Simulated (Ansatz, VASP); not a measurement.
**Al2Cu: VASP beside Ansatz**

INCAR

```
ALGO     = Normal         # electronic algorithm
EDIFF    = 1E-6           # SCF threshold, eV
ENCUT    = 520            # plane-wave cutoff, eV
GGA      = CA             # functional
ISIF     = 2              # what is computed and relaxed
ISMEAR   = 0              # smearing method
LASPH    = T              # aspherical terms in the spheres
LCHARG   = T              # write CHGCAR
LELF     = T              # ELF
LREAL    = F              # projectors in reciprocal space
LVHAR    = T            
LWAVE    = F              # write WAVECAR
NBANDS   = 16             # bands
NELM     = 80             # most SCF steps
PREC     = Accurate       # precision mode
SIGMA    = 0.15           # smearing width, eV
```

KPOINTS

```
k-points
0
Gamma
  10 10 14
```

POSCAR

```
Al2Cu
1.0
    4.1366000000      0.0000000000      0.0000000000
    0.0000000000      4.1366000000      0.0000000000
    0.0000000000      0.0000000000      2.6709000000
Al Cu
2 1
Direct
    0.5000000000      0.0000000000      0.5000000000
    0.0000000000      0.5000000000      0.5000000000
    0.0000000000      0.0000000000      0.0000000000
```

Input for Ansatz:

```yaml
crystal:
  lattice:
    - [4.1366, 0.0, 0.0]
    - [0.0, 4.1366, 0.0]
    - [0.0, 0.0, 2.6709]
  atoms:
    - { symbol: Al, position: [0.5, 0.0, 0.5] }
    - { symbol: Al, position: [0.0, 0.5, 0.5] }
    - { symbol: Cu, position: [0.0, 0.0, 0.0] }
basis:
  ecutwfc: 520.0
kpoints:
  mp_grid: { grid: [10, 10, 14] }
hamiltonian:
  xc: lda
  pseudopotentials: { kind: paw, azcp: { folder: soft_1 } }
scf:
  occupations: { method: gaussian, width: 0.15 }
output:
  forces: true
  stress: true
  eigenvalues: true
```

Alike in both runs: task single point; functional LDA; k mesh 10 × 10 × 14; occupations gaussian, width 0.15 eV; no spin polarisation.

|  | VASP | Ansatz |
| --- | --- | --- |
| version | VASP 6.6.1 | Ansatz 0.2.0 |
| potentials or method | VASP PAW LDA potentials, release 64 (Al, Cu) | scalar-relativistic, plane waves, PAW |
| plane-wave cutoff (eV) | 520 | 520 |
| valence electrons in the cell | 17 | 25 |

|  | VASP | Ansatz | Ansatz less VASP |
| --- | --- | --- | --- |
| gap on the k mesh at the Fermi level (eV) | none | none | - |
| pressure (GPa) | 2.2 | 1.8 | -0.33 |
| largest component of the traceless stress (GPa) | 4.52 | 4.57 | +0.049 |

A gap of «none» marks a metal or a gap that the smearing closes. The two sets of potentials don't hold the same shells in valence. Ansatz warned: «pseudo_functional_mismatch».
